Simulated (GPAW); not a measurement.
# Moving the functional in SnTe

The structure is cubic, space group Fm-3m (No. 225). The conventional cell has a = 6.302 Å, b = 6.302 Å, c = 6.302 Å, α = 90.00°, β = 90.00°, γ = 90.00°. Te (site symmetry m-3m) has 6 Sn at 3.15 Å as nearest neighbours. Sn (site symmetry m-3m) has 6 Te at 3.15 Å as nearest neighbours.

Kept alike: task dielectric tensor; k mesh 6 × 6 × 6; occupations fermi-dirac, width 0.001 eV; no spin polarisation. Program: GPAW, potentials by row: PAW data sets generated for this functional (AM05, PBEsol); the program's PAW data sets (release 1.2.1) made for this functional (LDA, RPBE); GPAW PAW data sets (gpaw-data 1.2.1) (PBE), cutoff 400 eV. The mesh is that of the run's cell of 2 atoms. No spin-orbit coupling.

| functional | band gap (eV) |
| --- | --- |
| AM05 | 0.124 |
| LDA | 0.111 |
| PBE | 0.104 |
| PBEsol | 0.149 |
| RPBE | 0.083 |

Spin-orbit coupling, left out here, moves the band edges of heavy atoms and can close or invert small gaps. Runs of this series that gave no sound value for these columns are left out. A gap read on the mesh alone can miss an edge between its points.

Problem. What does the functional change here?

Solution. The band gap runs from 0.083 (RPBE) to 0.149 eV (PBEsol). From PBE: AM05 +0.020; LDA +0.007; PBEsol +0.045; RPBE -0.021.

All five functionals leave SnTe with a small gap, and the choice among them shifts it only slightly in absolute terms, though the change is large relative to the gap itself. Because the lattice is fixed, the spread does not come from different equilibrium volumes. In SnTe the states at the band edges near L mix Sn and Te p character with a contribution from the Sn 5s lone pair, so the small gap reflects a delicate balance of s-p repulsion and p-p bonding. Slight changes in the relative s and p energies probably account for the differences.

Along PBEsol, PBE and RPBE the gap falls from 0.149 to 0.104 and 0.083 eV as the exchange gradient enhancement strengthens. LDA, with no gradient term, breaks this order at 0.111 eV, so gradient strength alone does not explain the series. SnTe is known for an inverted band order at L, and a gap magnitude does not reveal that order; a larger value here therefore cannot be read as a better description.
